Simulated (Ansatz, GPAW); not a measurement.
This is a calculation of TaN for GPAW 26.7.0 (ASE script). The cell comes from a database or a generator and needn't be the stable form of this composition.

The input run.py:

```python
from ase import Atoms
from ase.dft.bandgap import bandgap
from ase.io import write
from ase.units import Bohr, GPa
from gpaw import GPAW, PW
from gpaw.elf import elf_from_dft_calculation

atoms = Atoms(['Ta', 'N'],
              cell=[[0.0, 2.211323, 2.211323],
                    [2.211323, 0.0, 2.211323],
                    [2.211323, 2.211323, 0.0]],
              scaled_positions=[[0.5, 0.5, 0.5],
                                [0.0, 0.0, 0.0]],
              pbc=True)

calc = GPAW(mode=PW(800),
            xc='PBE',
            kpts={'size': (10, 10, 10), 'gamma': True},
            occupations={'name': 'methfessel-paxton', 'order': 0, 'width': 0.020999999999999998},
            nbands=19,
            convergence={'density': 1e-05, 'energy': 1e-05},
            maxiter=150,
            txt='gpaw.txt')
atoms.calc = calc
energy = atoms.get_potential_energy()
forces = atoms.get_forces()
stress = atoms.get_stress()
calc.write('gs.gpw')
write('result.traj', atoms)
print(f'Energy: {energy:.6f} eV')
print('Forces (eV/A):')
print(forces.round(4))
print('Stress (GPa):', (stress / GPa).round(3))
print('Fermi level:', round(calc.get_fermi_level(), 4), 'eV')
print(f'Gap: {bandgap(calc)[0]:.4f} eV, direct: {bandgap(calc, direct=True)[0]:.4f} eV')

# fields on the real-space grid
write('density.cube', atoms, data=calc.get_pseudo_density() * Bohr**3)
write('potential.cube', atoms, data=calc.get_electrostatic_potential())
write('elf.cube', atoms, data=elf_from_dft_calculation(calc).data)
```

Potentials or basis: GPAW PAW data sets (gpaw-data 1.2.1), pw.

Launch:

```sh
$ OMP_NUM_THREADS=1 python run.py
```

**Question.** Translate it to Ansatz 0.2.0. Potentials or basis there: all-electron LAPW, scalar-relativistic.

**Answer.** As run (cutoffs and basis follow the program's own potentials, and thresholds, step limits or extra output files can differ):

Contents of input.yaml:

```yaml
crystal:
  lattice:
    - [0.0, 2.211323, 2.211323]
    - [2.211323, 0.0, 2.211323]
    - [2.211323, 2.211323, 0.0]
  atoms:
    - { symbol: Ta, position: [0.5, 0.5, 0.5] }
    - { symbol: "N", position: [0.0, 0.0, 0.0] }
kpoints:
  mp_grid: { grid: [10, 10, 10] }
scf:
  occupations: { method: gaussian, width: 0.021 }
hamiltonian:
  xc: pbe
  pseudopotentials: { kind: all_electron, lapw: { basis_error: 0.001 } }
output:
  forces: true
  stress: true
  eigenvalues: true
```

Potentials or basis: all-electron LAPW, scalar-relativistic.

Run with:

```console
$ ansatz run input.yaml --threads 1 --pin off --max-ram 3072MiB --backend cpu --events-out ev --progress --plain --runs-dir out
```

Both were run:

|  | GPAW | Ansatz |
| --- | --- | --- |
| Pressure | -1.6 GPa | -1.2 GPa |

Where Ansatz's input types no cutoff or centring, it takes its own default and a Γ-centred mesh.

Pressure is positive in compression.
